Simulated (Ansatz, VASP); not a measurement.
**BaH2 in VASP and in Ansatz**

The input INCAR:

```
SYSTEM = BaH2
PREC = Accurate ; ENCUT = 520
EDIFF = 1E-7 ; ISMEAR = -1
SIGMA = 0.05 ; LREAL = .FALSE.
LASPH = .TRUE. ; NELM = 100
ALGO = Normal ; ISIF = 2
LWAVE = .FALSE. ; LCHARG = .FALSE.
GGA = PS ; NBANDS = 21
KPAR = 2
```

File KPOINTS:

```
Automatic mesh
0
G
  7 7 5
  0 0 0
```

Contents of POSCAR:

```
BaH2
1.0
    4.4320776731      0.0000000000      0.0000000000
   -2.2160388366      3.8382918565      0.0000000000
    0.0000000000      0.0000000000      6.0146518179
Ba H
2 4
Direct
    0.3333333333      0.6666666667      0.2500000000
    0.6666666667      0.3333333333      0.7500000000
    0.0000000000      0.0000000000      0.0000000000
    0.0000000000      0.0000000000      0.5000000000
    0.6666666667      0.3333333333      0.2500000000
    0.3333333333      0.6666666667      0.7500000000
```

Contents of input.yaml:

```yaml
crystal:
  lattice:
    - [4.4320776731, 0.0, 0.0]
    - [-2.2160388366, 3.8382918565, 0.0]
    - [0.0, 0.0, 6.0146518179]
  atoms:
    - { symbol: Ba, position: [0.3333333333, 0.6666666667, 0.25] }
    - { symbol: Ba, position: [0.6666666667, 0.3333333333, 0.75] }
    - { symbol: H, position: [0.0, 0.0, 0.0] }
    - { symbol: H, position: [0.0, 0.0, 0.5] }
    - { symbol: H, position: [0.6666666667, 0.3333333333, 0.25] }
    - { symbol: H, position: [0.3333333333, 0.6666666667, 0.75] }
hamiltonian:
  xc: pbesol
  pseudopotentials: { kind: paw }
kpoints:
  mp_grid: { grid: [7, 7, 5] }
scf:
  occupations: { method: fermi_dirac, width: 0.05 }
output:
  forces: true
  stress: true
  eigenvalues: true
```

Change from the starting cell: volume scaled by 0.98.

Alike in both runs: task single point; functional PBEsol; k mesh 7 × 7 × 5; occupations fermi-dirac, width 0.05 eV; no spin polarisation.

|  | VASP | Ansatz |
| --- | --- | --- |
| version | VASP 6.6.1 | Ansatz 0.2.0 |
| potentials or method | VASP PAW PBE potentials, release 64 (Ba_sv, H) | Ansatz PAW |
| plane-wave cutoff (eV) | 520 | 420 |
| valence electrons in the cell | 24 | 24 |

|  | VASP | Ansatz | Ansatz less VASP |
| --- | --- | --- | --- |
| gap on the k mesh at the Fermi level (eV) | 1.66 | 1.79 | +0.132 |
| least direct gap on the mesh (eV) | 2.50 | 2.65 | +0.150 |
| pressure (GPa) | -1.1 | -1.7 | -0.62 |
| largest component of the traceless stress (GPa) | 0.26 | 0.19 | -0.071 |

The functional is the same, so the differences come from potentials, cutoffs and numerics.

Caveats: spin-orbit coupling is left out, which moves the levels of the heavy elements; the PAW data sets were made with another functional, which shifts forces and pressure a little (VASP); an odd mesh through Γ misses points on the zone boundary, where band edges often lie (VASP); odd divisions of the mesh miss points on the zone boundary, where band edges often lie, so the gap on the mesh can be too wide (Ansatz); the PAW data sets come from PBE, with cores solved anew for the run's functional, which leaves a small shift of forces and pressure (Ansatz).
